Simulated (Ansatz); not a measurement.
A vibration from a frozen displacement in MoS₂

Level of theory: Ansatz 0.2.0, DFT PBE+D3(BJ), scalar-relativistic, plane waves, PAW. Cutoff 420 eV, Γ-centred 18×18×18 k-points, Gaussian smearing of 0.15 eV. No spin polarisation. Energies are free energies at this smearing, counted from the undisturbed cell; pressure is positive in compression.

The undisturbed cell (relaxed at this level; this form isn't the usual structure):

```yaml
crystal:
  lattice:
    - [1.56673, 0.90455, 5.95890]
    - [-1.56673, 0.90455, 5.95890]
    - [0.00000, -1.80910, 5.95890]
  atoms:
    - { symbol: Mo, position: [0.00000, 0.00000, 0.00000] }
    - { symbol: S, position: [0.75633, 0.75633, 0.75633] }
    - { symbol: S, position: [0.24367, 0.24367, 0.24367] }
```

Every Mo atom is moved by x along the Cartesian unit vector (0.000, -0.748, 0.663); the cell and all other atoms stay fixed. The cell's volume is 50.67 Å³; the moved atoms weigh 95.950 u together and the others 64.120 u. Some rows repeat others by symmetry and weren't run.

| x (Å) | ΔE (meV/cell) | total force on the moved atoms along the move (eV/Å) | pressure (GPa) |
| --- | --- | --- | --- |
| -0.2000 | 303.26 | 3.2691 | 2.7862 |
| -0.1750 | 227.87 | 2.7676 | 2.1221 |
| -0.1500 | 164.59 | 2.3000 | 1.5538 |
| -0.1250 | 112.61 | 1.8635 | 1.0793 |
| -0.1000 | 71.19 | 1.4548 | 0.6967 |
| -0.0500 | 17.51 | 0.7041 | 0.1984 |
| 0.0000 | 0.00 | 0.0000 | 0.0357 |
| 0.0500 | 17.51 | -0.7041 | 0.1984 |
| 0.1000 | 71.19 | -1.4548 | 0.6967 |
| 0.1250 | 112.61 | -1.8635 | 1.0793 |
| 0.1500 | 164.59 | -2.3000 | 1.5538 |
| 0.1750 | 227.87 | -2.7676 | 2.1221 |
| 0.2000 | 303.26 | -3.2691 | 2.7862 |

Task: What frequency belongs to this motion?

Result: The force constant is k = −dF/dx = 14.082 eV/Å², from the parabola through x = -0.0500, 0 and 0.0500. In every cell the moved atoms swing against the rest, so the mass is μ = m₁m₂/(m₁ + m₂) = 38.435 u, and ν̃ = 521.5 cm⁻¹ × √(|k|/μ) = 316 cm⁻¹. The pattern needn't be a normal mode: ν̃² is then a weighted mean of the squared nonzero frequencies at the zone centre of this cell, so it lies between the lowest and the highest of them.

Task: How far does the harmonic law reach?

Result: At x = -0.200 Å, kx²/2 = 281.64 meV against the computed 303.26 meV (+7.7 %): the well is still close to harmonic there.

Task: The pressure changes with x². What does that say about the frequency under compression?

Result: With E = k(V)x²/2, k ∝ V^(−2γ) and x scaling with the cell as V^(1/3), P − P0 = −∂E/∂V = (2γ − 2/3) ΔE/V. At x = 0.1000 Å, V(P − P0) = 50.67 × 0.66096 / 160.2 eV = 209.03 meV and ΔE = 71.19 meV, so γ = 1/3 + V(P − P0)/(2ΔE) = 1.80. This is the Grüneisen parameter of the motion under uniform scaling of the cell: shrinking the cell evenly by 1 % in volume raises the frequency by about 1.80 %.

In a metal these slopes depend on the k mesh and the smearing.

Cost: 7 runs of about 3.2 core-minutes in all, on AMD EPYC 9R45 (Zen 5) (shared hosts).

The well is even in x because Mo sits on an inversion centre of octahedrally coordinated layers. The cubic terms of opposite Mo–S bonds therefore cancel, and the steep repulsion in the shortened bonds probably outweighs the softening of the stretched ones, so the restoring force stiffens at large amplitude. The tilted displacement mixes the in-plane and out-of-plane polar motions of Mo against sulphur, so 316 cm⁻¹ is an average over these two kinds of mode and says nothing about the Raman-active sulphur vibrations.

The positive Grüneisen parameter fits Mo–S bonds that stiffen as they shorten. Real hydrostatic pressure would first close the soft gaps between the layers and shorten these bonds less, so the frequency would probably rise less per unit of volume lost than uniform scaling implies.

The restoring force doesn't establish that the octahedral form is dynamically stable: its partly filled Mo t₂g-derived bands favour Mo–Mo clustering, which needs a larger cell than this one, where all Mo atoms move together.
